The gap on mesh is the energy of the lowest empty level minus that of the highest filled level, taken over the sampled points of reciprocal space. Here it comes from LDA calculations on rocksalt SnTe whose cell is scaled evenly in all directions. In every row both levels lie at the same point, two thirds of the way from the zone centre Γ to the zone-boundary point L, so the direct gap on mesh is identical. The mesh leaves out L itself, near which SnTe has its true, much smaller gap. The values therefore teach how the levels at one point respond to volume, and they should not be used as the band gap of the material.

GPAW 26.7.0, LDA with PAW data sets (gpaw-data 1.2.1) and a plane-wave cutoff of 450 eV, for rocksalt SnTe in evenly scaled two-atom cells. The gap is taken between Kohn–Sham levels on a 3 × 3 × 3 k mesh that includes Γ, with Fermi–Dirac smearing of 0.001 eV and without spin polarisation or spin–orbit coupling.

```
volume (Å³/atom)  shortest distance (Å)  gap on mesh (eV)
          29.404                  3.087             1.458
          30.030                  3.108             1.504
          30.656                  3.130             1.546
          31.281                  3.151             1.586
          31.907                  3.172             1.606
          32.532                  3.192             1.606
          33.158                  3.213             1.606
```

The gap grows with volume up to the fifth row and then stays at 1.606 eV. The computed levels show why the rise stops: the lowest empty level changes its identity. Up to 31.281 Å³/atom it is a doublet, two states of equal energy; from 31.907 on it is a single state. The gap to the doublet goes on rising after the change, while the gap to the singlet is almost constant over the whole series. The table follows whichever is smaller.

This suggests a rule with three parameters, a starting gap, a slope and a cap:

$$E_\text{gap} \approx \text{the smaller of}\quad E_1 + a\,\ln(V/V_1)\quad\text{and}\quad E_\text{cap}.$$

$V$ is the volume per atom, and $V_1$ and $E_1$ are the volume and gap of the first row. The slope $a$, called a volume deformation potential, follows from the first and fourth rows: $(1.586-1.458)/\ln(31.281/29.404)=2.07$ eV. In workshop terms, one percent more volume opens the gap by about 0.02 eV. The cap is the gap of the last row.

Take the row at 30.656 Å³/atom, which was not used to set the parameters. The logarithm of its volume ratio is 0.0417, so

$$E_\text{gap} \approx 1.458 + 2.07\times 0.0417 = 1.544\ \text{eV}.$$

This is below the cap and therefore stands; the calculation gives 1.546 eV.

At 32.532 Å³/atom, also outside the calibration, the same line gives 1.667 eV. That exceeds the cap, so the estimate is 1.606 eV, as computed. The agreement here tests only that the plateau is flat. What the rising line does predict is where the plateau begins: it meets the cap at 31.6 Å³/atom, where interpolation of the computed levels also puts the crossing of doublet and singlet.

The different behaviour of the two states can be argued from symmetry. Along the line from Γ to L, the doublets are built from p orbitals perpendicular to the line, which do not mix with the s orbitals of the atoms. The singlets contain p orbitals along the line, which do mix with deeper s levels and are pushed upwards. The N₂ molecule offers a simpler picture: there, s–p mixing lifts a σ level above the π levels, which have no such partner. The comparison covers the selection rule, not the size of the push or its change with volume.

Expansion should weaken the push. The highest filled level is a singlet, and between the first and last rows it sinks by 0.42 eV towards the filled doublet below it. The filled and empty doublets meanwhile approach each other by 0.19 eV, so the gap to the empty doublet opens by the difference, 0.23 eV. The empty singlet sinks by 0.22 eV relative to the empty doublet, which cancels nearly all of that opening. It ends 0.08 eV below that doublet, however. If p orbitals coupled only to those of nearest neighbours, singlet and doublet would coincide along this line, and an upward push could only lift the singlet above the doublet. Other interactions are therefore expected to contribute, such as coupling between p orbitals of like atoms or mixing with higher empty levels.

These shifts are computed, but their assignment to s–p mixing is an argument, because the orbital make-up of the levels was not printed. A simple estimate also falls short. If the couplings fall as the inverse square of the shortest distance and the push as their square, the push on the filled singlet should shrink by 15%; its computed height above the filled doublet shrinks by 28%. The cause of the remainder is open.

Over the four rows not used for calibration, the rule misses the computed gap by no more than about 0.002 eV. A single straight line in $\ln V$, fitted to all seven rows, has a root-mean-square error of 0.019 eV because it ignores the change of state. The gap to the doublet, which the rising line follows, is itself curved: its slope falls from 2.2 eV in the first step of the series to 1.6 eV in the last, which lies beyond the crossing. The rule should therefore be kept within the tabulated volumes.

The cap also depends on the level of theory. In G0W0 calculations on the same cells, the gap at this point rises by 0.31 eV instead of 0.15 eV and shows no plateau. In the last three rows, where LDA puts the singlet lowest, G0W0 keeps the doublet below it, though only barely in the last. The size of the rise and the order of the levels in the last row are uncertain, since the extrapolation to a complete basis was poor in several rows. Spin–orbit coupling is left out of both sets of calculations. It is expected to split the empty doublet and to mix one part of it with the singlet, which would round off the sharp corner between the rise and the cap. In LDA the two levels are never more than about 0.14 eV apart in these rows, so with elements this heavy the rounding may reach across the whole table. The output after this section lists the rule beside the computed gaps to both empty levels.

The analysis program printed:

```
Rule and level gaps:
     row  gap_eV  rule_eV  miss_meV  to_doublet_eV  to_singlet_eV
  29.404   1.458    1.458         0          1.458          1.601
   30.03   1.504    1.502    -2.424          1.504          1.602
  30.656   1.546    1.544    -1.748          1.546          1.604
  31.281   1.586    1.586         0          1.586          1.605
  31.907   1.606    1.606         0          1.623          1.606
  32.532   1.606    1.606         0          1.656          1.606
  33.158   1.606    1.606         0          1.687          1.606
slope of the rule, eV per unit of ln V: 2.069
ln(V/V first) at 30.656: 0.0417
ln(V/V first) at 32.532: 0.1011
uncapped line at 32.532, eV: 1.667
volume where the rule reaches the cap, cubic angstrom per atom: 31.58
volume where doublet and singlet cross, interpolated: 31.61
largest miss of the rule, meV: 2.424
uncapped line less doublet gap at the last row, meV: 19.29
slope of doublet gap in the first step, eV: 2.166
slope of doublet gap in the last step, eV: 1.623
change of doublet to doublet separation, first to last row, eV: -0.1946
change of valence singlet above valence doublet, eV: -0.4238
change of conduction singlet above conduction doublet, eV: -0.2238
change of valence singlet above valence doublet, percent: -28.48
change expected from d to the power -4, percent: -14.79
rise of the LDA gap, first to last row, eV: 0.148
rise of the G0W0 gap, first to last row, eV: 0.3139
fit of gap_on_mesh on 7 rows: constant 1.481 +/- 0.016, coefficient of x 1.271 +/- 0.22; rms 0.0193, worst 33.158 0.028, leave-one-out rms 0.0303
```
